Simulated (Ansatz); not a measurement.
Theory: DFT PBE, scalar-relativistic, plane waves, PAW (Ansatz 0.2.0). Settings: cutoff 420 eV, Γ-centred meshes spaced at most about 0.3 Å⁻¹, and about 0.25 Å⁻¹ or finer for metals (2π included), Gaussian smearing. No spin polarisation.

These are static total energies at zero pressure.

Task: Order these relaxed structures of Be₇S by energy, lowest first, with the energy over the lowest of them.
A.

```
CELL_PARAMETERS angstrom
4.08563 0.00000 0.00000
-2.04282 3.53826 0.00000
0.00000 0.00000 7.29676
ATOMIC_POSITIONS crystal
Be 0.33333 0.66667 0.64345
Be 0.33333 0.66667 0.35655
Be 0.83337 0.16663 0.50000
Be 0.83337 0.66675 0.50000
Be 0.33325 0.16663 0.50000
Be 0.00000 0.00000 0.74290
Be 0.00000 0.00000 0.25710
S 0.00000 0.00000 0.00000
```

B.

```
CELL_PARAMETERS angstrom
3.53651 0.00000 0.00000
-1.76825 3.06271 0.00000
0.00000 0.00000 8.20154
ATOMIC_POSITIONS crystal
Be 0.33333 0.66667 0.86439
Be 0.66667 0.33333 0.86439
Be 0.66667 0.33333 0.13561
Be 0.33333 0.66667 0.13561
Be 0.00000 0.00000 0.00000
Be 0.00000 0.00000 0.26463
Be 0.00000 0.00000 0.73537
S 0.00000 0.00000 0.50000
```

C.

```
CELL_PARAMETERS angstrom
3.72569 0.00000 0.00000
-1.86285 3.22654 0.00000
0.00000 0.00000 6.76570
ATOMIC_POSITIONS crystal
Be 0.00286 0.33551 0.35923
Be 0.66449 0.99714 0.64077
Be 0.00286 0.66735 0.64077
Be 0.66449 0.66735 0.35923
Be 0.33265 0.99714 0.35923
Be 0.33265 0.33551 0.64077
Be 0.33333 0.66667 0.00000
S 0.00000 0.00000 0.00000
```

Result: C (0 meV/atom), B (40 meV/atom), A (117 meV/atom). Forms: C P312; B P6/mmm; A P-6m2. Counting Be atoms around S (those within 1.25 times the shortest such distance or 1.15 times the sum of covalent radii): C has S 3; B has S 2; A has S 2. All come from invented guesses. The lowest form computed isn't among them: it has space group Amm2 (No. 38), 9.8 Å³/atom and lies 20 meV/atom below the best shown. Even the lowest of the cells shown lies +0.15 eV/atom against the elements.

Cells relaxed within their symmetry can be saddle points. Some structure types and database cells were kept out of the candidates from the start, so a known form may be missing.
